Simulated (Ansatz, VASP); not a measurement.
# AlN in VASP and in Ansatz

The input POSCAR:

```
AlN
1.0
    2.5854596259      0.0000000000      0.0000000000
    0.0000000000      2.5854596259      0.0000000000
    0.0000000000      0.0000000000      2.5854596259
Al N
1 1
Direct
    0.0000000000      0.0000000000      0.0000000000
    0.5000000000      0.5000000000      0.5000000000
```

INCAR.step1

```
SYSTEM = AlN
PREC = Accurate
ENCUT = 520
ISMEAR = -1
SIGMA = 0.02
LREAL = .FALSE.
LASPH = .TRUE.
NELM = 60
NBANDS = 11
GGA = PE
ALGO = Normal
EDIFF = 1E-4
LWAVE = .TRUE.
LCHARG = .FALSE.
```

INCAR.step2

```
SYSTEM = AlN
PREC = Accurate
ENCUT = 520
EDIFF = 1E-6
ISMEAR = -1
SIGMA = 0.02
LREAL = .FALSE.
LASPH = .TRUE.
NELM = 60
ALGO = Normal
ISIF = 2
LWAVE = .FALSE.
LCHARG = .TRUE.
METAGGA = R2SCAN
LMIXTAU = .TRUE.
LELF = .TRUE.
LVHAR = .TRUE.
NBANDS = 11
ISTART = 1
```

Contents of KPOINTS:

```
Automatic mesh
0
G
  10 10 10
  0 0 0
```

Input for Ansatz:

```yaml
crystal:
  lattice:
    - [2.5854596259, 0.0, 0.0]
    - [0.0, 2.5854596259, 0.0]
    - [0.0, 0.0, 2.5854596259]
  atoms:
    - { symbol: Al, position: [0.0, 0.0, 0.0] }
    - { symbol: "N", position: [0.5, 0.5, 0.5] }
kpoints:
  mp_grid: { grid: [10, 10, 10] }
  band_path:
    path:
      - [0.0, 0.0, 0.0]
      - [0.0, 0.5, 0.0]
      - [0.5, 0.5, 0.0]
      - [0.5, 0.5, 0.5]
      - [0.35, 0.5, 0.0]
      - [0.5, 0.5, 0.15]
    npoints: 1
hamiltonian:
  xc: r2scan
scf:
  occupations: { method: fermi_dirac, width: 0.02 }
  n_extra_bands: 4
output:
  forces: true
  stress: true
  eigenvalues: true
```

Alike in both runs: task single point; functional r2SCAN; k mesh 10 × 10 × 10; occupations fermi-dirac, width 0.02 eV; no spin polarisation.

```csv
,VASP,Ansatz
version,VASP 6.6.1,Ansatz 0.2.0
potentials or method,"VASP PAW PBE potentials, release 64 (Al, N)","plane waves, PAW"
plane-wave cutoff (eV),520,500
valence electrons in the cell,8,8
```

Ansatz gave:

| Quantity | Value |
| --- | --- |
| pressure (GPa) | 0.3 |

**Question.** Estimate VASP's values.

**Answer.** Pressure (GPa): -0.4.

Caveats: the PAW data sets were made with another functional, which shifts forces and pressure a little (VASP).
